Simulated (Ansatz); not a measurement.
# Si2W (110): surface energy and levels, part 3 of 3

Aim: for Si2W, compute energy, relaxation and work function or band edges of the (110) face.

Ansatz 0.2.0; DFT PBE, scalar-relativistic, plane waves, PAW.

### 5 All atoms of the slab relaxed

input.yaml

```yaml
crystal:
  lattice:
    - [4.566546473, 0.0, 0.0]
    - [-2.2832732365, 3.9336866682, 0.0]
    - [0.0, 0.0, 24.1330929461]
  atoms:
    - { symbol: Si, position: [0.1654325919, 0.3308651837, 0.3107765762] }
    - { symbol: Si, position: [0.8345674081, 0.6691348163, 0.3107765762] }
    - { symbol: W, position: [0.5, 0.0, 0.3107765762] }
    - { symbol: Si, position: [0.6654325919, 0.3308651837, 0.4053882881] }
    - { symbol: Si, position: [0.3345674081, 0.6691348163, 0.4053882881] }
    - { symbol: W, position: [0.0, 0.0, 0.4053882881] }
    - { symbol: Si, position: [0.1654325919, 0.3308651837, 0.5] }
    - { symbol: Si, position: [0.8345674081, 0.6691348163, 0.5] }
    - { symbol: W, position: [0.5, 0.0, 0.5] }
    - { symbol: Si, position: [0.6654325919, 0.3308651837, 0.5946117119] }
    - { symbol: Si, position: [0.3345674081, 0.6691348163, 0.5946117119] }
    - { symbol: W, position: [0.0, 0.0, 0.5946117119] }
    - { symbol: Si, position: [0.1654325919, 0.3308651837, 0.6892234238] }
    - { symbol: Si, position: [0.8345674081, 0.6691348163, 0.6892234238] }
    - { symbol: W, position: [0.5, 0.0, 0.6892234238] }
basis:
  ecutwfc: 420
kpoints:
  mp_grid: { grid: [9, 9, 1] }
hamiltonian:
  xc: pbe
scf:
  occupations: { method: gaussian, width: 0.1 }
output:
  forces: true
  eigenvalues: true
  write_density: true
  write_potential: true
  elf: true
  volumetric_format: npy
relax:
  adjacent_minimum: "off"
  f_tol: 0.02
  max_steps: 60
efield:
  axis: 3
  dipole_correction: true
  ramp_width: 0.04
```

Started as:

```sh
ansatz run input.yaml --threads 4 --pin off --max-ram 9216MiB --backend cpu --events-out ev --progress --plain --runs-dir out
```

Output:

```text
Warning: RAYON_NUM_THREADS=4 ignored (pool sized by the plan → 4); use --threads N
Engine: ansatz 0.2.0, aarch64-unknown-linux-gnu
Pseudopotentials: kind: paw
Pseudopotential: Si, paw, valence charge 4, recommended cutoff 420 eV (normal), Si.paw.azcp
Pseudopotential: W, paw, valence charge 14, recommended cutoff 420 eV (normal), W.paw.azcp
Functional definition: PBE
  parameter kappa = 0.804
  parameter beta = 0.06672455060314922
  exchange = pbe_x(kappa = kappa, mu = beta*pi^2/3)
  correlation = pbe_c(beta = beta)
Crystal: 15 atoms, lattice volume = 433.512 Å³
Basis set: ecut = 420 eV, 8491 PW (Γ), exchange–correlation on 64×64×324 points (8 copies of the dense FFT grid, shifted against one another)
Bands: 70, of which v1, the nominal top of the filled ones, is band 55 counted from 1 (54 counted from 0)
Symmetry: 4 space group operations
k-points: 25 of 81
Non-local potential: Si, projectors of the file, l = 0: 2, l = 1: 2, l = 2: 2
Non-local potential: W, projectors of the file, l = 0: 3, l = 1: 2, l = 2: 2, l = 3: 1
PAW form: soft (Blöchl's): semilocal exchange-correlation on the pseudo side does not see the compensation charge
PAW one-centre angular grid: Si, 110 points (default); XC on 64 Gauss nodes
PAW one-centre angular grid: W, 590 points (default); XC on 64 Gauss nodes
Initial density: superposition of atomic densities (neutral atoms: chi_scale 0, normalization atom), corrected by the library's trained network
Initial wavefunctions: pseudopotential atomic-orbital guess
Functional: x = pbe(κ = 0.804, μ = 0.2195149727645171), c = pbe(β = 0.06672455060314922)
SCF iter   1: F=—  HF=-58281.983272 eV  |F-HF|=—  |Δ(HF+E_count)|=         —  Δρ=6.04e-3  dr2=8.72e-1  ethr=1.77e-3  p=0.000 e·Å  D=1.76e-13 V/Å  ΔV_dip=-0.00 eV  dr2_dipole=6.93e-12  V_vac-E_F(+/−)=4.26/4.26 eV  ⟨swp⟩=12.0  Hψ=10486  notcnv=0
efield: sawtooth ramp at fractional position 0.9800 (placed from the atoms, in the widest stretch of the axis that holds none; the zero of the levels goes with the place), width 0.0400; the density the first Hamiltonian is built on has a dipole p = 0.000 e·Å; the dipole correction subtracts the counter field D = 1.76e-13 V/Å, which shifts the + side's vacuum level by -0.00 eV against the − side's; the planar-averaged density in the ramp window peaks in size at 1.1e-4 e/Å³
preconditioner: auto → LDOS  [metal: Δε(μ)=0.012 eV  Ē_g=6.872 eV  σ=0.100 eV  W_gap=0.07  n_scr=82 (ndim 8)  ℏωp=14.9 eV  f_vac=0.451  D(μ)=5.95/eV (n_scr^D=12)  β→1.0]
SCF iter   2: F=—  HF=-58281.921481 eV  |F-HF|=—  |Δ(HF+E_count)|=   6.18e-2  Δρ=3.90e-3  dr2=3.13e-1  ethr=7.93e-4  p=0.000 e·Å  D=4.93e-7 V/Å  ΔV_dip=-0.00 eV  dr2_dipole=2.92e-9  V_vac-E_F(+/−)=4.26/4.26 eV  ⟨swp⟩=3.0  Hψ=2958  notcnv=0  defer=170
SCF iter   3: F=—  HF=-58281.886482 eV  |F-HF|=—  |Δ(HF+E_count)|=   3.50e-2  Δρ=1.12e-3  dr2=1.93e-2  ethr=2.85e-4  p=-0.000 e·Å  D=-2.54e-7 V/Å  ΔV_dip=0.00 eV  dr2_dipole=1.46e-9  V_vac-E_F(+/−)=4.29/4.29 eV  ⟨swp⟩=2.0  Hψ=2448  notcnv=0  defer=170
SCF iter   4: F=—  HF=-58281.884864 eV  |F-HF|=—  |Δ(HF+E_count)|=   1.62e-3  Δρ=4.22e-4  dr2=1.45e-3  ethr=1.75e-5  p=-0.000 e·Å  D=-4.87e-7 V/Å  ΔV_dip=0.00 eV  dr2_dipole=1.01e-9  V_vac-E_F(+/−)=4.27/4.27 eV  ⟨swp⟩=2.8  Hψ=2681  notcnv=0  defer=170
SCF iter   5: F=—  HF=-58281.885597 eV  |F-HF|=—  |Δ(HF+E_count)|=   7.33e-4  Δρ=1.39e-4  dr2=3.37e-4  ethr=1.32e-6  p=-0.000 e·Å  D=-1.07e-7 V/Å  ΔV_dip=0.00 eV  dr2_dipole=1.54e-11  V_vac-E_F(+/−)=4.25/4.25 eV  ⟨swp⟩=2.8  Hψ=2941  notcnv=0  defer=145
SCF iter   6: F=—  HF=-58281.885605 eV  |F-HF|=—  |Δ(HF+E_count)|=   8.25e-6  Δρ=4.54e-5  dr2=1.65e-5  ethr=3.06e-7  p=0.000 e·Å  D=3.94e-8 V/Å  ΔV_dip=-0.00 eV  dr2_dipole=8.93e-12  V_vac-E_F(+/−)=4.24/4.24 eV  ⟨swp⟩=2.1  Hψ=2309  notcnv=0  defer=145
SCF iter   7: F=-58281.885608 eV  HF=-58281.885607 eV  |F-HF|=3.71e-8  |Δ(HF+E_count)|=   2.66e-6  Δρ=1.49e-5  dr2=1.64e-6  ethr=9.09e-9  p=0.000 e·Å  D=4.61e-8 V/Å  ΔV_dip=-0.00 eV  dr2_dipole=6.24e-14  V_vac-E_F(+/−)=4.24/4.24 eV  ⟨swp⟩=28.2  Hψ=22363  notcnv=0
SCF 1 converged in 7 iterations: F = -58281.885608 eV  dr2 = 1.64e-6
relax step   1: F+E_penalty+E_count = -58281.88560751 eV  Δ(F+E_penalty+E_count) = +0.000e0 eV  max|allowed force component| = 1.927e0 eV/Å  Δτ_max = 0.0000 Å  (7 SCF iters, dr2 threshold 1.00e-5 eV, accepted)
[... 12 lines left out ...]
relax step   2: F+E_penalty+E_count = -58282.08016646 eV  Δ(F+E_penalty+E_count) = -1.946e-1 eV  max|allowed force component| = 1.513e0 eV/Å  Δτ_max = 0.1992 Å  (6 SCF iters, dr2 threshold 1.00e-4 eV, accepted)
[... 8 lines left out ...]
relax step   3: F+E_penalty+E_count = -58282.21247845 eV  Δ(F+E_penalty+E_count) = -1.323e-1 eV  max|allowed force component| = 1.710e-1 eV/Å  Δτ_max = 0.0740 Å  (5 SCF iters, dr2 threshold 1.00e-4 eV, accepted)
[... 8 lines left out ...]
relax step   4: F+E_penalty+E_count = -58282.21885488 eV  Δ(F+E_penalty+E_count) = -6.376e-3 eV  max|allowed force component| = 7.589e-2 eV/Å  Δτ_max = 0.0097 Å  (5 SCF iters, dr2 threshold 1.83e-6 eV, accepted)
[... 8 lines left out ...]
relax step   5: F+E_penalty+E_count = -58282.22000746 eV  Δ(F+E_penalty+E_count) = -1.153e-3 eV  max|allowed force component| = 9.106e-3 eV/Å  Δτ_max = 0.0079 Å  (5 SCF iters, accepted)
WARN: The output density's exchange-correlation potential varies sharply where the density is thin. Do not read a vacuum level from v_tot or v_xc, or from such a field of the output density. On a cell that repeats whose density bears no net charge and no dipole along the vacuum's axis use v_es (v_loc + v_h of the components); under efield.dipole_correction with no amplitude use v_es + v_field, which holds any external_charges[].barrier, or the levels of the report's work_function block, which leave it out; under a non-zero efield.amplitude the vacuum is tilted and has no level; on a cell that repeats and bears such a dipole with no correction it is tilted too, and efield.dipole_correction with no amplitude gives each side of its ramp a level where efield: is served; in a cell that repeats whose density bears a net charge (total_charge, or a fill off its count) it is curved and has none; of a slab under crystal.periodic whose density bears no net charge use v_es, which has a level on each side, short of where the two are joined; of another it falls or rises all the way out and has none; of a slab beside external_charges read slab_vacuum_level instead, which it has where they leave it neutral. The grid or the basis barely resolves most such structure, and the values can differ between equally converged runs; as a rule a tighter scf.convergence.dr2_threshold does not remove it. Where the density itself ripples (under the LDA too) a higher basis.ecutwfc lessens it. The files hold the spikes' plane waves up to the density's cutoff. Files: v_tot_of_output_density and the like, and their columns of v_z.tsv (output.write_potential); v_xc_of_output_density and the like, and their columns of v_comp_z.tsv (output.write_potential_components). Measured: with its Gaussian average of σ = 0.25 Å subtracted twice, the exchange-correlation potential is over 0.1 eV at 62 of the grid points where the equally averaged density (valence and model cores) is under 1e-3 e/Å³, and 0.169 eV at the most among them, at an averaged density of 2.7e-8 e/Å³. The input density's (outcome.potential() and, of a run that writes arrays, v_tot and v_xc) is over 0.1 eV, so measured, at 107 points of its own thin density, 0.157 eV at the most. See output.write_potential in the manual, Limitations
SCF converged after 5 iterations
Free energy (F): -58282.220007 eV
Harris-Foulkes:  -58282.220007 eV  (|F-HF|=9.50e-9)
Internal energy: -58282.184900 eV  (E = F + TS)
E sigma→0 (E₀):  -58282.202454 eV
Entropy (-TS):   -0.035108 eV (-2.341 meV/atom)
Fermi energy:    5.409376 eV
Dipole field:    D = -0.000001 V/Å  (p = -0.000002 e·Å, saw-weighted, corrected)
Work function:   Φ+ = 4.2879 eV   Φ− = 4.2879 eV
Levels:          The Fermi level and band energies are counted from a zero that moves with the ramp; work functions are not
--- Per-component energies (eV) ---
  E_band       = -1588.970270
  E_kinetic    = 2686.318752
  E_local      = -75481.667362  (includes V_loc(G=0)·N_el)
  E_nonlocal   = 254.318976
  E_hartree    = 36641.190847
  E_xc         = -1898.792667
  E_vxc        = -1678.331124  (∫ρ·V_xc dr)
  E_paw        = -47940.821236  (= ΣΔE_a)
  E_vpaw       = -651.997248  (= ΣTr[D̂ρ^β])
  E_aug_tail   = -0.000290  (compensation charges beyond the density's cutoff)
  E_efield     = 0.000000  (sawtooth field / dipole correction)
  E_vefield    = -0.000000  (∫n·V_field dr)
  E_ewald      = 27457.268081
  E_smearing   = -0.035108  (= −TS)
  E_closure    = 0.000000  (closes the sum)
  Σ components = -58282.220007   (vs F -58282.220007, Δ=0.00e0)
--- Forces (eV/Å), atoms counted from 1 ---
  atom   1  Si     0.00000000     0.00437253    -0.00084657
  atom   2  Si     0.00000000    -0.00437253    -0.00084657
  atom   3  W      0.00000000     0.00000000    -0.00126385
  atom   4  Si     0.00000000     0.00910517     0.00403554
  atom   5  Si     0.00000000    -0.00910517     0.00403554
  atom   6  W      0.00000000     0.00000000    -0.00221439
  atom   7  Si     0.00000000     0.00855063    -0.00000184
  atom   8  Si     0.00000000    -0.00855063    -0.00000184
  atom   9  W      0.00000000     0.00000000    -0.00000042
  atom  10  Si     0.00000000     0.00910578    -0.00403262
  atom  11  Si     0.00000000    -0.00910578    -0.00403262
  atom  12  W      0.00000000     0.00000000     0.00221807
  atom  13  Si     0.00000000     0.00437271     0.00084482
  atom  14  Si     0.00000000    -0.00437271     0.00084482
  atom  15  W      0.00000000     0.00000000     0.00126246
  max |Σ_I F_I| component: 5.25e-7 eV/Å
--- Band table (eV; the first three rows and the last of 25) ---
  k-point 0: bands = ["-68.1669", "-68.1596", "-68.1556", "-67.8690", "-67.8690", "-32.6105", "-32.5719", "-32.5319", "-32.5187", "-32.4711", "-32.4422", "-32.4378", "-32.4319", "-32.4126", "-32.3055", "-32.3032", "-32.1696", "-32.1693", "-32.0930", "-32.0930", "-7.8798", "-7.0583", "-5.9336", "-4.6816", "-3.8693", "-0.9431", "-0.7638", "-0.3871", "-0.2725", "-0.1668", "-0.0704", "0.2358", "0.4154", "0.6341", "0.6691", "0.8292", "1.1451", "1.4605", "1.8010", "1.9868", "2.4468", "2.5956", "2.6573", "2.8516", "2.9478", "3.1359", "3.2792", "3.5307", "3.5567", "3.5994", "3.7744", "4.8065", "5.6253", "5.6471", "5.7000", "5.8379", "5.9471", "6.0228", "6.1612", "8.2574", "8.5666", "8.6407", "8.8504", "9.0200", "9.0666", "9.1833", "9.2440", "9.2819", "9.4729", "9.5430"]
[... 3 lines left out ...]
--- Relaxed structure (5 steps of the walk, 5 accepted, 0 SCFs on fresh bases) ---
  F+E_penalty+E_count = -58282.22000746 eV   max|allowed force component| = 9.106e-3 eV/Å
  atoms:
    - { symbol: Si, position: [0.16082461218955132, 0.3216492243791027, 0.30893412853756275] }
    - { symbol: Si, position: [0.8391753878104484, 0.6783507756208972, 0.30893412853756275] }
    - { symbol: W, position: [0.5, 0.0, 0.31569938768632977] }
    - { symbol: Si, position: [0.6656877970976702, 0.33137559419534074, 0.40454588742823816] }
    - { symbol: Si, position: [0.33431220290232966, 0.6686244058046593, 0.40454588742823816] }
    - { symbol: W, position: [-5.6233011263527655e-36, 0.0, 0.4067275032129985] }
    - { symbol: Si, position: [0.1671201573379634, 0.33424031467592685, 0.500000004479219] }
    - { symbol: Si, position: [0.8328798426620365, 0.6657596853240731, 0.500000004479219] }
    - { symbol: W, position: [0.5, 0.0, 0.49999999897964814] }
    - { symbol: Si, position: [0.6656877889371056, 0.33137557787421146, 0.5954541032135778] }
    - { symbol: Si, position: [0.3343122110628943, 0.6686244221257887, 0.5954541032135778] }
    - { symbol: W, position: [-5.6233011263527655e-36, 0.0, 0.5932724889122768] }
    - { symbol: Si, position: [0.16082459770308963, 0.3216491954061793, 0.69106588073698] }
    - { symbol: Si, position: [0.8391754022969102, 0.6783508045938208, 0.69106588073698] }
    - { symbol: W, position: [0.5, 0.0, 0.6843006124175909] }
```

It took 2.6 min on 4 threads of Arm Neoverse V1, shared host; peak memory 1.3 GiB.

Step by step:

```
step  E - E(step 1) (eV/cell)  largest force component (eV/Å)
   1                   0.0000                          1.9274
   2                  -0.1946                          1.5127
   3                  -0.3269                          0.1710
   4                  -0.3332                          0.0759
   5                  -0.3344                          0.0091
```

Step 1 is the start.

From the log: work function 4.29 eV.

Plane-averaged electrostatic potential energy of an electron across the slab, counted from the Fermi level:

z (Å), V (eV) and a bar:
```
     1.49       4.29 ##############################
     1.79       4.29 ##############################
     2.38       4.29 ##############################
     2.68       4.29 ##############################
     3.28       4.29 ##############################
     3.58       4.28 ##############################
     4.17       4.27 ##############################
     4.47       4.26 ##############################
     5.06       4.17 ##############################
     5.36       4.03 ##############################
     5.66       3.73 #############################
     6.26       1.66 ###########################
     6.55      -1.29 #######################
     7.15     -15.92 ######
     7.45     -20.44 #
     8.04     -11.68 ###########
     8.34      -4.53 ####################
     8.94      -3.81 ####################
     9.24     -11.32 ############
     9.83     -21.02 
    10.13     -16.72 #####
    10.43      -8.56 ###############
    11.02      -1.73 #######################
    11.32      -5.96 ##################
    11.92     -20.36 #
    12.22     -20.36 #
    12.81      -5.96 ##################
    13.11      -1.73 #######################
    13.71      -8.56 ###############
    14.00     -16.72 #####
    14.30     -21.02 
    14.90     -11.32 ############
    15.19      -3.81 ####################
    15.79      -4.53 ####################
    16.09     -11.68 ###########
    16.68     -20.44 #
    16.98     -15.92 ######
    17.58      -1.29 #######################
    17.88       1.66 ###########################
    18.47       3.73 #############################
    18.77       4.03 ##############################
    19.07       4.17 ##############################
    19.66       4.26 ##############################
    19.96       4.27 ##############################
    20.56       4.28 ##############################
    20.86       4.29 ##############################
    21.45       4.29 ##############################
    21.75       4.29 ##############################
    22.35       4.29 ##############################
    22.64       4.29 ##############################
```

The maps below are laid out on this run's own conventional cell (a, b, c = 4.567, 7.867, 24.133 Å).

Density in a lattice plane of the grid's cell (edges 7.87 and 24.13 Å, at 0.000 of the third edge), which holds Si and W.

Values in e/Å³, 12 rows by 6 columns:
```
0.00 0.00 0.00 0.00 0.00 0.00
0.00 0.00 0.00 0.00 0.00 0.00
0.06 0.08 0.05 0.05 0.05 0.08
0.31 0.32 0.37 4.82 0.37 0.32
4.84 0.41 0.14 0.31 0.14 0.41
0.31 0.06 0.43 3.63 0.43 0.06
4.84 0.41 0.14 0.31 0.14 0.41
0.31 0.32 0.37 4.82 0.37 0.32
0.06 0.08 0.05 0.05 0.05 0.08
0.00 0.00 0.00 0.00 0.00 0.00
0.00 0.00 0.00 0.00 0.00 0.00
0.00 0.00 0.00 0.00 0.00 0.00
```
Columns run along the first of these edges and rows up along the second, over one cell in 6 and 12 even steps from the bottom left corner. Atoms in the plane (fractional): Si at (0.16, 0.31), Si at (0.84, 0.31), W at (0.50, 0.32), Si at (0.67, 0.40), Si at (0.33, 0.40), W at (0.00, 0.41), Si at (0.17, 0.50), Si at (0.83, 0.50), W at (0.50, 0.50), Si at (0.67, 0.60), Si at (0.33, 0.60), W at (0.00, 0.59), Si at (0.16, 0.69), Si at (0.84, 0.69), W at (0.50, 0.68).

ELF in the same plane.

Ten even steps from '0' (0.00) to '9' (0.74):
```
00000000
00000000
00000000
00000000
56420246
73936393
49865689
13825283
37783877
52830382
37783877
13825283
49865689
73936393
56420246
00000000
00000000
00000000
00000000
00000000
```
Columns run along the first of these edges and rows up along the second, over one cell in 8 and 20 even steps from the bottom left corner. Atoms in the plane (fractional): Si at (0.16, 0.31), Si at (0.84, 0.31), W at (0.50, 0.32), Si at (0.67, 0.40), Si at (0.33, 0.40), W at (0.00, 0.41), Si at (0.17, 0.50), Si at (0.83, 0.50), W at (0.50, 0.50), Si at (0.67, 0.60), Si at (0.33, 0.60), W at (0.00, 0.59), Si at (0.16, 0.69), Si at (0.84, 0.69), W at (0.50, 0.68).

Both are smooth fields of the valence electrons: close to the nuclei they are not physical.

Outside the cores ELF peaks at 0.83 beside Si, off the lines to its neighbours, 1.0 Å from Si; 0.83 on the Si–W line, 0.9 Å from Si.

### 6 Surface energy and levels of (110)

The surface energy is (E_slab − N·E_bulk) / 2A, with N = 15 atoms and A = 17.96 Å².

|  | as cut | relaxed |
| --- | --- | --- |
| surface energy, mean of both faces | 2.42 J/m² | 2.27 J/m² |
| work function | 4.24 eV | 4.29 eV |
| dipole along +c (e·Å/cell) | 0.000 | 0.000 |

Spacings of the planes, from the bottom up:

```
plane  atoms  spacing to the next, as cut (Å)  relaxed (Å)  change (%)  rumpling (Å)
    1   Si2W                            2.283        2.271        -0.6         0.163
    2   Si2W                            2.283        2.286        +0.1         0.053
    3   Si2W                            2.283        2.286        +0.1         0.000
    4   Si2W                            2.283        2.271        -0.6         0.053
    5   Si2W                                                                   0.163
```

### 7 Results

This closing draws on all 3 parts.

```
                                   quantity      value
surface energy, (110), cut with Si2W on top  2.27 J/m²
 work function, (110), cut with Si2W on top    4.29 eV
```

What this shows: On (110) the top spacing contracts by 0.6 %, and relaxation gains 0.149 J/m² a face. The top plane rumples by 0.16 Å. The runs treat W without spin-orbit coupling.
